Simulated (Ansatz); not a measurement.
**BaTiO3: stress in a strained cell**

BaTiO3 is deformed so: equal xy, yz and zx engineering shear strains of -3 %. What stress and forces result, by LAPW, PAW and all-electron datasets made for the crystal?

Computed with Ansatz 0.2.0 (DFT PBEsol, scalar-relativistic, unless a step's input says otherwise).

## 1. The system as given

The structure is tetragonal, space group P4mm (No. 99). The conventional cell has a = 4.000 Å, b = 4.000 Å, c = 4.018 Å, α = 90.00°, β = 90.00°, γ = 90.00°. Ba (site symmetry 4mm) has 12 O at 2.79 to 2.88 Å as nearest neighbours. Around Ti (site symmetry 4mm) lie 6 O at 1.87 to 2.15 Å. O (site symmetry 4mm) is surrounded by 2 Ti at 1.87 to 2.15 Å. Around O (site symmetry 2mm) lie 2 Ti at 2.00 Å and 4 Ba at 2.79 to 2.88 Å.

Structure file:

```xyz
5
Lattice="3.9998 0.0000 0.0000 0.0000 3.9998 0.0000 0.0000 0.0000 4.0180" Properties=species:S:1:pos:R:3 pbc="T T T"
Ba    0.0000    0.0000    0.0000
Ti    1.9999    1.9999    1.9367
O     1.9999    1.9999    0.0643
O     1.9999    0.0000    2.0693
O     0.0000    1.9999    2.0693
```

Atoms are numbered in the order of the input: Ba1, Ti2, O3, O4, O5.

## 2. The deformed structure

Space group P4mm before, Cm after.

## 3. Full-potential LAPW

Contents of input.yaml:

```yaml
crystal:
  lattice:
    - [3.9998, -0.059997, -0.059997]
    - [-0.059997, 3.9998, -0.059997]
    - [-0.06027, -0.06027, 4.018]
  atoms:
    - { symbol: Ba, position: [0.0, 0.0, 0.0] }
    - { symbol: Ti, position: [0.5, 0.5, 0.482] }
    - { symbol: O, position: [0.5, 0.5, 0.016] }
    - { symbol: O, position: [0.5, 0.0, 0.515] }
    - { symbol: O, position: [0.0, 0.5, 0.515] }
kpoints:
  mp_grid: { grid: [7, 7, 7] }
  band_path:
    path:
      - [0.0, 0.0, 0.0]
      - [-0.5, 0.5, 0.0]
      - [-0.5, 0.5, 0.5]
      - [0.0, 0.0, 0.5]
      - [0.0, 0.0, 0.0]
      - [-0.5, 0.0, 0.5]
      - [0.0, 0.0, 0.0]
      - [-0.5, 0.0, 0.0]
    npoints: 5
scf:
  occupations: { method: fermi_dirac, width: 0.08 }
hamiltonian:
  xc: pbesol
  pseudopotentials: { kind: all_electron, lapw: { basis_error: 0.001 } }
output:
  forces: true
  stress: true
  eigenvalues: true
```

The run is started by

```console
ansatz run input.yaml --threads 2 --pin off --max-ram 8192MiB --backend cpu --events-out ev --progress --plain --runs-dir out
```

## 4. PAW on the default files

Contents of input.yaml:

```yaml
crystal:
  lattice:
    - [3.9998, -0.059997, -0.059997]
    - [-0.059997, 3.9998, -0.059997]
    - [-0.06027, -0.06027, 4.018]
  atoms:
    - { symbol: Ba, position: [0.0, 0.0, 0.0] }
    - { symbol: Ti, position: [0.5, 0.5, 0.482] }
    - { symbol: O, position: [0.5, 0.5, 0.016] }
    - { symbol: O, position: [0.5, 0.0, 0.515] }
    - { symbol: O, position: [0.0, 0.5, 0.515] }
kpoints:
  mp_grid: { grid: [7, 7, 7] }
scf:
  occupations: { method: fermi_dirac, width: 0.08 }
hamiltonian:
  xc: pbesol
  pseudopotentials: { kind: paw }
output:
  forces: true
  stress: true
  eigenvalues: true
  efg: { contact_densities: true }
  write_density: true
  write_potential: true
  elf: true
  volumetric_format: npy
```

## 5. Datasets made for this crystal

input.yaml: that of step 4 with these lines changed.

```diff
@@ -17,3 +17,3 @@
   xc: pbesol
-  pseudopotentials: { kind: paw }
+  pseudopotentials: { kind: all_electron, datasets: crystal }
 output:
@@ -23,5 +23 @@
   efg: { contact_densities: true }
-  write_density: true
-  write_potential: true
-  elf: true
-  volumetric_format: npy
```

(Steps that only read results are left out.)

Before running it: what results should come out? Wanted: pressure; largest shear or deviatoric stress.

As calculated:

| quantity | value |
| --- | --- |
| pressure | LAPW -3.36, PAW -3.36, crystal datasets -3.36 GPa |
| largest shear or deviatoric stress (LAPW) | 3.66 GPa |

What this shows: The largest part of the stress beyond the pressure is 3.66 GPa in size, in the xy component; the atoms are carried along and not relaxed. No run of the undeformed cell stands beside it, so the pressure holds what the given cell had before the change. PAW: stress within 0.01 GPa of LAPW, forces within 6 meV/Å. Crystal datasets: stress within 0.01 GPa of LAPW, forces within 1 meV/Å. Spin-orbit coupling is left out, though the cell holds Ba; in elements this heavy it can shift bands and gaps by tenths of an eV.
